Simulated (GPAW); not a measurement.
MgB2:

```
Mg B
1.0
     3.08500    0.00000    0.00000
    -1.54250    2.67169    0.00000
     0.00000    0.00000    3.52300
Mg B
1 2
Direct
  0.00000 0.00000 0.00000
  0.66667 0.33333 0.50000
  0.33333 0.66667 0.50000
```

Base run:

* Program: GPAW 26.7.0
* Functional: PBE
* Potentials or basis: GPAW PAW data sets (gpaw-data 1.2.1)
* Cutoff: 800 eV
* Basis: pw
* k mesh: 10 × 10 × 8
* Occupations: gaussian, width 0.019 eV
* Spin: no spin polarisation

Its results: pressure -1.1 GPa.

**Question.** The run is repeated on the same cell with these changes: functional from PBE to r2SCAN; occupations from gaussian, width 0.019 eV to fermi-dirac, width 0.05 eV. What comes out?

**Answer.** Pressure -2.0 GPa.

Caveats: the PAW data sets were made with another functional, which shifts forces and pressure a little (some runs).
